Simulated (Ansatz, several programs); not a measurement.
CaSe (NiAs type), relaxed with PBE in Ansatz (plane waves, PAW): space group P6_3/mmc (No. 194), hexagonal; conventional cell a = 4.150 Å, c = 7.199 Å, 26.84 Å³ an atom. Around Ca lie 6 Se at 3.00 Å; around Se lie 6 Ca at 3.00 Å. The cell was then scaled with its shape and fractional coordinates held, which makes it stiffer than a relaxed compression. (Calculated; spin-unpolarised; the phase may be known or hypothetical.)

```
V (Å³/atom)  E (meV/atom)
     25.231         15.36
     26.036          3.52
     26.841          0.00
     28.452         13.31
```

(1) Pass a cubic E = c₀ + c₁u + c₂u² + c₃u³, with u = V − 26.640 Å³, through these points.

(2) Where is the minimum, and what bulk modulus follows?

(3) Predict the energy and the pressure at the withheld volume, 27.646 Å³.

Answers

(1) c₀ = 0.16, c₁ = -1.951, c₂ = 5.750, c₃ = -0.3694 (meV and Å³).

(2) dE/du = 0 at u = +0.172, so V₀ = 26.81 Å³. B = V₀ d²E/dV² = 26.81 × (2c₂ + 6c₃u) = 26.81 × 11.118 = 298 meV/Å³, and 1 meV/Å³ is 0.16022 GPa: 48 GPa. A third-order Birch-Murnaghan fit to all five points gives 26.82 Å³ and 47 GPa.

(3) With u = +1.006: E ≈ 3.64 meV and P = −dE/dV ≈ -1.36 GPa. The run gives 3.60 meV and, from its stress, -1.36 GPa.
